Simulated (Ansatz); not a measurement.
# Ga: single points about a listed cell

How do energy, forces, pressure and gap of Ga change under further strains and shifts, swapped elements, distortions that keep the symmetry? Each case is one self-consistent run.

Computed with Ansatz 0.2.0 (DFT PBEsol, scalar-relativistic, plane waves, PAW, unless a step's input says otherwise).

1 further run of the same task is left out (set aside as unsound or not needed).

## 1. The system as given

It takes space group Cmce (No. 64, orthorhombic). The conventional cell has a = 4.511 Å, b = 7.645 Å, c = 4.517 Å, α = 90.00°, β = 90.00°, γ = 90.00°. Around Ga (site symmetry m) lie 7 Ga at 2.44 to 2.79 Å.

Coordinates:

```cif
data_structure
_symmetry_space_group_name_H-M 'P 1'
_symmetry_Int_Tables_number 1
_cell_length_a 4.4382
_cell_length_b 4.4382
_cell_length_c 4.5167
_cell_angle_alpha 90.000
_cell_angle_beta 90.000
_cell_angle_gamma 118.916
_cell_volume 77.88
loop_
_atom_site_label
_atom_site_type_symbol
_atom_site_fract_x
_atom_site_fract_y
_atom_site_fract_z
_atom_site_occupancy
Ga1 Ga 0.15250 0.84750 0.07850 1
Ga2 Ga 0.65250 0.34750 0.42150 1
Ga3 Ga 0.84750 0.15250 0.92150 1
Ga4 Ga 0.34750 0.65250 0.57850 1
```

The structure comes from the Crystallography Open Database.

## 2. A distortion of lower symmetry

What differs from the listed cell: strain xx, yy, zz, yz, xz, xy = +4.2, +3.8, -1.4, +0.0, +4.0, +0.0 %; atoms moved by 0.03 Å root mean square, at most 0.04 Å.

input.yaml reads:

```yaml
crystal:
  lattice:
    - [2.350751305, -3.966428032, 0.090214]
    - [2.350751305, 3.966428032, 0.090214]
    - [0.180668, 0.0, 4.455679383]
  atoms:
    - { symbol: Ga, position: [0.1546293386, 0.8500068665, 0.0832083301] }
    - { symbol: Ga, position: [0.6467840253, 0.3485797697, 0.4167916699] }
    - { symbol: Ga, position: [0.8485797697, 0.1467840253, 0.9167916699] }
    - { symbol: Ga, position: [0.3500068665, 0.6546293386, 0.5832083301] }
basis:
  ecutwfc: 420
kpoints:
  mp_grid: { grid: [10, 10, 8] }
hamiltonian:
  xc: pbesol
scf:
  occupations: { method: gaussian, width: 0.1 }
output:
  forces: true
  stress: true
  eigenvalues: true
  populations: true
```

## 3. Substitution of an element, cell strained: Ga → In, first probe

input.yaml reads:

```yaml
crystal:
  lattice:
    - [2.4470898743, -4.1473635292, 0.0]
    - [2.4470898743, 4.1473635292, 0.0]
    - [0.0, 0.0, 4.900689842]
  atoms:
    - { symbol: In, position: [0.1525, 0.8475, 0.0785] }
    - { symbol: In, position: [0.6525, 0.3475, 0.4215] }
    - { symbol: In, position: [0.8475, 0.1525, 0.9215] }
    - { symbol: In, position: [0.3475, 0.6525, 0.5785] }
basis:
  ecutwfc: 420
kpoints:
  mp_grid: { grid: [4, 4, 4] }
hamiltonian:
  xc: pbesol
scf:
  occupations: { method: gaussian, width: 0.1 }
output:
  forces: true
  stress: true
  eigenvalues: true
```

## 4. One element swapped, cell strained: Ga → In

Edit input.yaml of step 3 so:

```diff
@@ -13,3 +13,3 @@
 kpoints:
-  mp_grid: { grid: [4, 4, 4] }
+  mp_grid: { grid: [10, 10, 10] }
 hamiltonian:
```

## 5. One element swapped, cell strained: Ga → Sc, first probe

input.yaml reads:

```yaml
crystal:
  lattice:
    - [2.9055712502, -4.9733999601, 0.0]
    - [2.9055712502, 4.9733999601, 0.0]
    - [0.0, 0.0, 5.7672301399]
  atoms:
    - { symbol: Sc, position: [0.1421289005, 0.8578710995, 0.1066917729] }
    - { symbol: Sc, position: [0.6421289005, 0.3578710995, 0.3933082271] }
    - { symbol: Sc, position: [0.8578710995, 0.1421289005, 0.8933082271] }
    - { symbol: Sc, position: [0.3578710995, 0.6421289005, 0.6066917729] }
basis:
  ecutwfc: 420
kpoints:
  mp_grid: { grid: [4, 4, 4] }
hamiltonian:
  xc: pbesol
scf:
  occupations: { method: gaussian, width: 0.1 }
output:
  forces: true
  stress: true
  eigenvalues: true
```

## 6. One element swapped, cell strained: Ga → Sc

Edit input.yaml of step 5 so:

```diff
@@ -13,3 +13,3 @@
 kpoints:
-  mp_grid: { grid: [4, 4, 4] }
+  mp_grid: { grid: [8, 8, 8] }
 hamiltonian:
```

## 7. A change within the space group

input.yaml reads:

```yaml
crystal:
  lattice:
    - [2.13762073, -4.068256768, 0.0]
    - [2.13762073, 4.068256768, 0.0]
    - [0.0, 0.0, 4.520494028]
  atoms:
    - { symbol: Ga, position: [0.1564396979, 0.8435603021, 0.0996120213] }
    - { symbol: Ga, position: [0.6564396979, 0.3435603021, 0.4003879787] }
    - { symbol: Ga, position: [0.8435603021, 0.1564396979, 0.9003879787] }
    - { symbol: Ga, position: [0.3435603021, 0.6564396979, 0.5996120213] }
basis:
  ecutwfc: 420
kpoints:
  mp_grid: { grid: [12, 12, 10] }
hamiltonian:
  xc: pbesol
scf:
  occupations: { method: gaussian, width: 0.1 }
output:
  forces: true
  stress: true
  eigenvalues: true
```

## 8. A distortion that keeps the symmetry

input.yaml reads:

```yaml
crystal:
  lattice:
    - [2.3731018235, -4.151585088, 0.0]
    - [2.3731018235, 4.151585088, 0.0]
    - [0.0, 0.0, 4.558072972]
  atoms:
    - { symbol: Ga, position: [0.1329123126, 0.8670876874, 0.0804396085] }
    - { symbol: Ga, position: [0.6329123126, 0.3670876874, 0.4195603915] }
    - { symbol: Ga, position: [0.8670876874, 0.1329123126, 0.9195603915] }
    - { symbol: Ga, position: [0.3670876874, 0.6329123126, 0.5804396085] }
basis:
  ecutwfc: 420
kpoints:
  mp_grid: { grid: [12, 12, 10] }
hamiltonian:
  xc: pbesol
scf:
  occupations: { method: gaussian, width: 0.1 }
output:
  forces: true
  stress: true
  eigenvalues: true
```

## 9. Substitution of an element, cell strained: Ga → Al, first probe

input.yaml reads:

```yaml
crystal:
  lattice:
    - [2.1039470974, -3.8377196152, 0.0]
    - [2.1039470974, 3.8377196152, 0.0]
    - [0.0, 0.0, 4.3168196612]
  atoms:
    - { symbol: Al, position: [0.153118739, 0.846881261, 0.0231597632] }
    - { symbol: Al, position: [0.653118739, 0.346881261, 0.4768402368] }
    - { symbol: Al, position: [0.846881261, 0.153118739, 0.9768402368] }
    - { symbol: Al, position: [0.346881261, 0.653118739, 0.5231597632] }
basis:
  ecutwfc: 420
kpoints:
  mp_grid: { grid: [6, 6, 4] }
hamiltonian:
  xc: pbesol
scf:
  occupations: { method: gaussian, width: 0.1 }
output:
  forces: true
  stress: true
  eigenvalues: true
```

Before running it: what results should come out? Wanted: for each run, case; energy; pressure; largest force.

As calculated:

| step | case | energy (meV/atom) | pressure (GPa) | largest force (eV/Å) | gap on the mesh (eV) |
| --- | --- | --- | --- | --- | --- |
| 2 | a distortion of lower symmetry | +0.0 | -3.8 | 0.42 | 0.00 |
| 4 | one element swapped, cell strained: Ga → In | n/a | 7.2 | 0.58 | 0.00 |
| 6 | one element swapped, cell strained: Ga → Sc | n/a | -7.1 | 0.78 | 0.00 |
| 7 | a change within the space group | +20.0* | -0.1 | 0.60 | 0.00 |
| 8 | a distortion that keeps the symmetry | +207.5* | -4.0 | 2.06 | 0.00 |

Energies are counted from step 2, with the smearing taken to zero; a star marks another k mesh, which can shift energies by itself, so starred rows don't rank against the others. Other atoms or functionals have another zero of energy (n/a). A gap of 0.00 means none on the mesh at this level.

In words: Among the distorted cells of the listed formula and level the largest force, 2.06 eV/Å, comes in step 8, shared by 4 atoms. The distorted cells of the listed formula and level show no gap on the mesh.
